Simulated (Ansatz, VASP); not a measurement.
# WS2: VASP beside Ansatz, part 2 of 2

Wanted: the spread between two codes on one cell, functional and k mesh. The structure shown is the start of the Ansatz relaxation below; VASP solves that cell, so the two are compared at the walk's first step.

VASP 6.6.1 and Ansatz 0.2.0.

So far. Step 4 (Side by side): The forces differ by 14 meV/Å r.m.s., which is 15.2 % of the r.m.s. force of 0.090 eV/Å (both taken over all components). With vacuum in the cell, a pressure given here is an average over mostly empty space and none of the material.

### Step 7. VASP: single point, PBE, start cell

Level of this step: PBE, no spin polarisation; plane waves and PAW (S, W) (VASP).

The same cell, functional, mesh and smearing now go to VASP, with its own data sets.

File INCAR:

```
SYSTEM = WS2
PREC = Accurate
ENCUT = 520
EDIFF = 1E-06
NELM = 120
ISMEAR = -1
SIGMA = 0.02
LREAL = .FALSE.
ALGO = Normal
GGA = PE
NBANDS = 15
LASPH = .TRUE.
LORBIT = 11
LWAVE = .FALSE.
LCHARG = .FALSE.
ISIF = 2
GGA_COMPAT = .FALSE.
EFERMI = MIDGAP
KPAR = 2
```

File POSCAR:

```
WS2
1.0
    3.1800000000      0.0000000000      0.0000000000
   -1.5900000000      2.7539610000      0.0000000000
    0.0000000000      0.0000000000     19.1250000000
S W
2 1
Direct
    0.6666666667      0.3333333333      0.5816993464
    0.6666666667      0.3333333333      0.4183006536
    0.3333333333      0.6666666667      0.5000000000
```

File KPOINTS:

```
Automatic mesh
0
Gamma
12 12 1
0 0 0
```

The projector-augmented-wave data sets are S and W (PBE family, release 64).

Started as:

```bash
> mpirun -np 2 vasp_std
```

Numbers of over 12 decimals in the logs are rounded to 6 here.

The program printed:

```text
[banner, memory and clock lines left out]
running    2 mpi-ranks, on    1 nodes
[...]
LDA part: xc-table for (Slater+PW92), standard interpolation
 POSCAR, INCAR and KPOINTS ok, starting setup
[...]
entering main loop
       N       E                     dE             d eps       ncg     rms          rms(c)
DAV:   1     0.124668714699E+03    0.12467E+03   -0.64729E+03   570   0.905E+02
DAV:   2    -0.111777853483E+02   -0.13585E+03   -0.12506E+03   918   0.182E+02
DAV:   3    -0.249147569330E+02   -0.13737E+02   -0.13603E+02   815   0.671E+01
DAV:   4    -0.251818078322E+02   -0.26705E+00   -0.26669E+00   697   0.112E+01
[...]
DAV:  20    -0.237230864975E+02   -0.13110E-04   -0.87563E-07   599   0.291E-03    0.120E-03
DAV:  21    -0.237230882014E+02   -0.17039E-05   -0.66666E-08   600   0.125E-03    0.275E-04
DAV:  22    -0.237230891217E+02   -0.92031E-06   -0.39160E-08   516   0.637E-04
   1 F= -.23723089E+02 E0= -.23723089E+02  d E =-.597640E-21
```

OUTCAR, selected parts (step 7):

```text
  Total        0.2327836      0.2327837      0.4862218      0.0000000      0.0000000     -0.0000000
  in kB        2.2267769      2.2267772      4.6511323      0.0000000      0.0000000     -0.0000000
  external PRESSURE =       3.0348955 kB  Pullay stress =       0.0000000 kB

 POSITION                                       TOTAL-FORCE (eV/Angst)
 -----------------------------------------------------------------------------------
      1.59000      0.91799     11.12500        -0.000000      0.000000      0.163959
      1.59000      0.91799      8.00000        -0.000000      0.000000     -0.163959
     -0.00000      1.83597      9.56250         0.000000     -0.000000     -0.000000
 -----------------------------------------------------------------------------------
    total drift:                               -0.000000     -0.000001      0.000000

  FREE ENERGIE OF THE ION-ELECTRON SYSTEM (eV)
  ---------------------------------------------------
  free  energy   TOTEN  =       -23.7230891217 eV

  energy  without entropy=      -23.7230891217  energy(sigma->0) =      -23.72308912

[... 2 parts as in an earlier step ...]

[... 1 further part left out ...]
[key lines of the parts left out:]
E-fermi :  -1.1632
```

### Step 8. Differences

What differs besides the data sets and the points named for the pairs above, as far as they apply: the data sets hold 26 valence electrons in Ansatz (on its default PAW (the set named soft_2) files) and 18 in VASP. Total energies have different zeros and are not compared.

Forces (eV/Å; atoms numbered as in POSCAR):

```tsv
atom	Ansatz x, y, z	VASP x, y, z
S1	0.000, 0.000, 0.224	0.000, 0.000, 0.164
S2	0.000, 0.000, -0.224	0.000, 0.000, -0.164
W3	0.000, 0.000, 0.000	0.000, 0.000, 0.000
```

The forces differ by 28 meV/Å r.m.s., which is 36.5 % of the r.m.s. force of 0.077 eV/Å (both taken over all components). With vacuum in the cell, a pressure given here is an average over mostly empty space and none of the material.

### Step 9. Ansatz: relaxation, LDA

The two programs are compared at the cell with which this relaxation starts, whose forces are those of its first step.

The structure compared here is the start of the Ansatz relaxation; VASP solves that cell, so the two are compared at the walk's first step.

File input.yaml:

```yaml
crystal:
  lattice:
    - [3.18, 0.0, 0.0]
    - [-1.59, 2.753960784, 0.0]
    - [0.0, 0.0, 19.125]
  atoms:
    - { symbol: S, position: [0.666666667, 0.333333333, 0.581699346] }
    - { symbol: W, position: [0.333333333, 0.666666667, 0.5] }
    - { symbol: S, position: [0.666666667, 0.333333333, 0.418300654] }
kpoints:
  mp_grid: { grid: [12, 12, 1] }
scf:
  occupations: { method: fermi_dirac, width: 0.02 }
  n_extra_bands: 8
hamiltonian:
  xc: lda
  pseudopotentials: { kind: paw }
output:
  forces: true
  write_potential: true
  volumetric_format: []
relax:
  f_tol: 0.01
  max_steps: 40
  cell: { fix: [c, alpha, beta] }
```

Started as:

```bash
> ansatz run input.yaml --threads 4 --pin off --max-ram 8192MiB --backend cpu --events-out ev --progress --plain --runs-dir out
```

The program printed:

```text
[...]
Crystal: 3 atoms, lattice volume = 167.489 Å³
Basis set: ecut = 420 eV, 3291 PW (Γ)
Bands: 21, of which v1, the nominal top of the filled ones, is band 13 counted from 1 (12 counted from 0)
Symmetry: 12 space group operations
[...]
k-points: 19 of 144 (time reversal used)
[...]
--- Relaxed structure (4 steps of the walk, 4 accepted, 1 SCFs on fresh bases) ---
[...]
cell:  # Å, volume = 161.7916 Å³
    - [3.125446, -3.0283609289213654e-18, 0]
    - [-1.562723, 2.706716, 0]
    - [0, 0, 19.125]
  atoms:
    - { symbol: S, position: [0.666667, 0.333333, 0.581595] }
    - { symbol: W, position: [0.333333, 0.666667, 0.500000] }
    - { symbol: S, position: [0.666667, 0.333333, 0.418405] }
[key lines of the parts left out:]
SCF converged after 5 iterations
Free energy (F): -11871.583337 eV
Fermi energy:    0.548892 eV
P = ⅓ Tr σ = -0.0022 GPa (-0.022 kbar)
```

### Step 10. VASP: single point, LDA, start cell

The same cell, functional (in two slightly different forms), mesh and smearing now go to VASP, with its own data sets.

INCAR, as its differences from that of step 7:

```diff
@@ -9,3 +9,3 @@
 ALGO = Normal
-GGA = PE
+GGA = CA
 NBANDS = 15
```

POSCAR is that of step 7.

KPOINTS is that of step 7.

The projector-augmented-wave data sets are S and W (LDA family, release 64).

Started as:

```bash
> mpirun -np 2 vasp_std
```

The program printed:

```text
[banner, memory and clock lines left out]
running    2 mpi-ranks, on    1 nodes
[...]
LDA part: xc-table for (Slater(with rela. corr.)+CA(PZ))
 , standard interpolation
 POSCAR, INCAR and KPOINTS ok, starting setup
[...]
entering main loop
       N       E                     dE             d eps       ncg     rms          rms(c)
DAV:   1     0.121600190651E+03    0.12160E+03   -0.64835E+03   570   0.904E+02
DAV:   2    -0.141258194265E+02   -0.13573E+03   -0.12568E+03   934   0.178E+02
DAV:   3    -0.273815788807E+02   -0.13256E+02   -0.13123E+02   815   0.654E+01
DAV:   4    -0.276401827651E+02   -0.25860E+00   -0.25829E+00   711   0.110E+01
[...]
DAV:  21    -0.261937872385E+02   -0.16509E-05   -0.52521E-08   607   0.980E-04    0.665E-04
DAV:  22    -0.261937884784E+02   -0.12398E-05   -0.58064E-08   488   0.674E-04    0.216E-04
DAV:  23    -0.261937886522E+02   -0.17383E-06   -0.95420E-09   586   0.331E-04
   1 F= -.26193789E+02 E0= -.26193789E+02  d E =-.691009E-21
```

OUTCAR, selected parts (step 10):

```text
  Total       -2.3072242     -2.3072246     -1.4447479      0.0000000     -0.0000000      0.0000000
  in kB      -22.0705949    -22.0705984    -13.8202629      0.0000000     -0.0000000      0.0000000
  external PRESSURE =     -19.3204854 kB  Pullay stress =       0.0000000 kB

 POSITION                                       TOTAL-FORCE (eV/Angst)
 -----------------------------------------------------------------------------------
      1.59000      0.91799     11.12500         0.000000      0.000000     -0.454279
      1.59000      0.91799      8.00000         0.000000      0.000000      0.454279
     -0.00000      1.83597      9.56250        -0.000000     -0.000000      0.000000
 -----------------------------------------------------------------------------------
    total drift:                               -0.000000     -0.000001      0.000000

  FREE ENERGIE OF THE ION-ELECTRON SYSTEM (eV)
  ---------------------------------------------------
  free  energy   TOTEN  =       -26.1937886522 eV

  energy  without entropy=      -26.1937886522  energy(sigma->0) =      -26.19378865

[... 2 parts as in an earlier step ...]

[... 1 further part left out ...]
[key lines of the parts left out:]
E-fermi :  -1.3954
```

### Step 11. Differences

What differs besides the data sets and the points named for the pairs above, as far as they apply: the two LDA forms differ slightly; the data sets hold 26 valence electrons in Ansatz (on its default PAW (the set named soft_2) files) and 18 in VASP; VASP's log shows a relativistic correction to its local exchange, Ansatz's none. Total energies have different zeros and are not compared.

Forces (eV/Å; atoms numbered as in POSCAR):

```tsv
atom	Ansatz x, y, z	VASP x, y, z
S1	0.000, 0.000, -0.439	0.000, 0.000, -0.454
S2	0.000, 0.000, 0.439	0.000, 0.000, 0.454
W3	0.000, 0.000, 0.000	0.000, 0.000, 0.000
```

The forces differ by 7.4 meV/Å r.m.s., which is 3.4 % of the r.m.s. force of 0.214 eV/Å (both taken over all components). With vacuum in the cell, a pressure given here is an average over mostly empty space and none of the material.

### Step 12. What came out

| Property | Result |
| --- | --- |
| r.m.s. force difference (single point, PBEsol, start cell) | 14 meV/Å |
| r.m.s. force difference (single point, PBE, start cell) | 28 meV/Å |
| r.m.s. force difference (single point, LDA, start cell) | 3.4 % of the r.m.s. force |

**Reading.** The r.m.s. force difference is 28 meV/Å (single point, PBE, start cell), beyond the 12 meV/Å picked in this series as the mark of a large difference. The data sets hold unlike numbers of valence electrons (26 in Ansatz and 18 in VASP), so part of the differences comes from the potentials. Single point, PBEsol, start cell, VASP with the data sets S and W_sv and a cutoff of 400 eV: r.m.s. force difference goes from 14 to 10 meV/Å. What causes the difference of the single point, PBE, start cell pair stays open here. 7 further runs of this series are not shown here. How closely two codes agree says nothing of how well the functional describes the real material.

[Lines on the potential files, build, host, timing and source positions are cut from VASP's logs without a mark.]

[Logs are printed without paths, hosts, clocks, repeated set-up lines and the standing remarks that a program may print on its own settings, such as how far it seeks lower states.]

[Hosts, paths, dates, database ids (printed as entryN), source tags and the programs' standing remarks are cut or masked in the printed files.]
